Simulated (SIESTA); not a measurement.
Crystal: BN.

```
N B
1.0
     2.55394    0.00000    0.00000
    -1.27697    2.21178    0.00000
     0.00000    0.00000    4.22685
N B
2 2
Direct
  0.33333 0.66667 0.12528
  0.66667 0.33333 0.62528
  0.33333 0.66667 0.49972
  0.66667 0.33333 0.99972
```

Measurements of this composition are mostly on another form, of space group No. 194.

Base run:

* Program: SIESTA 5.4.2
* Functional: LDA
* Potentials or basis: PseudoDojo 0.4 standard (LDA files)
* Basis: DZP (energy shift 0.003 Ry)
* Grid cutoff: 800 Ry
* Energy shift: 0.003 Ry
* k mesh: 12 × 12 × 6
* Occupations: fermi-dirac, width 0.05 eV
* Spin: no spin polarisation

Its results: band gap on the k mesh 5.09 eV, indirect (least direct gap 8.24 eV); pressure -10.6 GPa; largest force 0.007 eV/Å.

Problem. The run is repeated on the same cell with these changes: functional from LDA to PBEsol; potentials or basis from PseudoDojo 0.4 standard (LDA files) to PseudoDojo 0.4 standard (PBEsol files). What comes out?

Solution. Band gap on the k mesh 5.09 eV, indirect (least direct gap 8.29 eV); pressure -2.1 GPa; largest force 0.021 eV/Å.

Caveats: the basis of atomic orbitals isn't converged, which shifts pressures, moduli and gaps.
